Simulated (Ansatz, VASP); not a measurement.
Mo in VASP and in Ansatz

```
Mo
1.0
    -1.57342    1.57342    1.57342
     1.57342   -1.57342    1.57342
     1.57342    1.57342   -1.57342
Mo
1
Cartesian
  0.0000 0.0000 0.0000
```

Alike in both runs: task single point; functional PBE; k mesh 8 × 8 × 8; occupations gaussian, width 0.1 eV; no spin polarisation.

```csv
,VASP,Ansatz
version,VASP 6.6.1,Ansatz 0.2.0
potentials or method,"VASP PAW PBE potentials, release 64 (Mo_sv)","scalar-relativistic, plane waves, PAW"
plane-wave cutoff (eV),520,420
valence electrons in the cell,14,14
```

|  | VASP | Ansatz | Ansatz less VASP |
| --- | --- | --- | --- |
| gap on the k mesh at the Fermi level (eV) | none | none | - |
| pressure (GPa) | 4.6 | 4.1 | -0.53 |

A gap of «none» marks a metal or a gap that the smearing closes.
